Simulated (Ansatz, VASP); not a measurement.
**Tl: VASP beside Ansatz**

```
Tl
1.0
    -2.24072    2.24072    1.45647
     2.24072   -2.24072    1.45647
     2.24072    2.24072   -1.45647
Tl
1
Direct
  0.00000 0.00000 0.00000
```

Alike in both runs: task single point; functional PBEsol; k mesh 20 × 20 × 20; occupations gaussian, width 0.15 eV; no spin polarisation.

|  | VASP | Ansatz |
| --- | --- | --- |
| version | VASP 6.6.1 | Ansatz 0.2.0 |
| potentials or method | VASP PAW PBE potentials, release 64 (Tl_d) | scalar-relativistic, plane waves, PAW |
| plane-wave cutoff (eV) | 520 | 420 |
| valence electrons in the cell | 13 | 13 |

```tsv
	VASP	Ansatz	Ansatz less VASP
gap on the k mesh at the Fermi level (eV)	none	none	-
pressure (GPa)	2.2	2.3	+0.05
largest component of the traceless stress (GPa)	6.67	6.67	+0.007
```

A gap of «none» marks a metal or a gap that the smearing closes.

Caveats: the PAW data sets were made with another functional, which shifts forces and pressure a little (VASP). Spin-orbit coupling is left out, which matters for the levels of Tl.
